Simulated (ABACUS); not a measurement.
# Rh: equation of state with PBE

**Experimental background.**

From “Thermal equation of state of rhodium characterized by XRD in a resistively heated diamond anvil cell”, 2024, pmc:11535440, for a bulk crystal of Rh: bulk modulus 264 ± 1 GPa.

Rh:

```
Rh
1.0
     0.00000    1.89785    1.89785
     1.89785    0.00000    1.89785
     1.89785    1.89785    0.00000
Rh
1
Direct
  0.00000 0.00000 0.00000
```

```json
{"Program": "ABACUS 3.10.1", "Task": "equation of state", "Functional": "PBE", "Potentials or basis": "PseudoDojo NC FR 0.4 PBE standard", "Cutoff": "1361 eV", "Density cutoff": "5442 eV", "Basis": "DZP LCAO (the cutoffs set its grid)", "k mesh": "8 × 8 × 8", "Occupations": "fermi-dirac, width 0.05 eV", "Spin": "spin-orbit coupling, no magnetisation"}
```

* Equilibrium volume: 14.19 Å³/atom
* Bulk modulus: 251 GPa
* Pressure derivative of the bulk modulus: 4.8 (rough: it moves with the points fitted)

Energy against volume, from the lowest point:
| volume (Å³/atom) | energy (meV/atom) |
| --- | --- |
| 12.851 | 115.72 |
| 13.398 | 34.99 |
| 13.945 | 0.00 |
| 14.492 | 1.58 |

All runs of the series together: 65 s on 4 threads of Intel(R) Xeon(R) 6975P-C (Granite Rapids) (shared host).

A measured bulk modulus of Rh is 264 GPa (quoted in “Thermal equation of state of rhodium characterized by XRD in a resistively heated diamond anvil cell”, 2024, pmc:11535440); the calculated 251 GPa misses it by -5.0 %. The fit is for a static lattice scaled at fixed shape and fixed fractional positions.

Caveat: the atomic orbitals were generated for these runs and aren't a published set; the basis of atomic orbitals isn't converged, which shifts pressures, moduli and gaps. PBE usually gives volumes a little too large and moduli too small.
